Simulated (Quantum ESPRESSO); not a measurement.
A run of Quantum ESPRESSO 7.5 is set up as follows.

Contents of run.py:

```python
import numpy as np
from ase.calculators.espresso import Espresso, EspressoProfile
from ase.io import read

atoms = read('Si.xyz')

input_data = {
    'control': {'calculation': 'scf', 'prefix': 'pwscf', 'outdir': './tmp', 'tprnfor': True, 'tstress': True, 'disk_io': 'low'},
    'system': {'ecutwfc': 36.0, 'nbnd': 9, 'occupations': 'smearing', 'smearing': 'fd', 'degauss': 0.00367493, 'vdw_corr': 'grimme-d3', 'dftd3_version': 3},
    'electrons': {'conv_thr': 4e-10, 'electron_maxstep': 120, 'mixing_beta': 0.5},
}
pseudopotentials = {'Si': 'Si.upf'}
profile = EspressoProfile(command='pw.x', pseudo_dir='pseudo')
dft = Espresso(profile=profile, input_data=input_data, pseudopotentials=pseudopotentials, kpts=(11, 11, 11), koffset=(0, 0, 0))
atoms.calc = dft

from ase.optimize import FIRE
from ase.filters import FrechetCellFilter
done = FIRE(FrechetCellFilter(atoms), trajectory='opt.traj').run(fmax=0.02, steps=30)
print('converged', done)
print('cell (A)', np.round(atoms.cell.cellpar(), 5))
print(f'energy {atoms.get_potential_energy():.8f} eV')
print('forces (eV/A)')
print(np.round(atoms.get_forces(), 6))
print('stress (eV/A^3, Voigt)')
print(np.round(atoms.get_stress(), 8))
print(f'Fermi level {dft.get_fermi_level():.4f} eV')
```

Contents of Si.xyz:

```xyz
2
Lattice="-2.3713723045 2.3713723045 1.3292653899 2.3713723045 -2.3713723045 1.3292653899 2.3713723045 2.3713723045 -1.3292653899" Properties=species:S:1:pos:R:3 pbc="T T T"
Si     0.0000000000      0.0000000000      1.3292653899
Si     2.3713723045      0.0000000000      0.6646326950
```

Potentials or basis: PseudoDojo 0.4.1 SR PBE standard.

Launch:

```console
$ OMP_NUM_THREADS=1 python run.py
```

(1) Estimate the relaxed volume.

(2) Predict the band gap on the k mesh.

(3) What does it give for the space group after relaxing (to 0.05 Å)?

(4) What does it give for the relaxed cell?

Answers

(1) 15.12 Å³/atom.

(2) none (metal or under the smearing width).

(3) I4_1/amd (No. 141).

(4) a = 3.653 Å, b = 3.653 Å, c = 3.653 Å, α = 97.24°, β = 97.24°, γ = 138.42°.

Caveat: pairwise dispersion overbinds metals, which lowers pressure and volume.
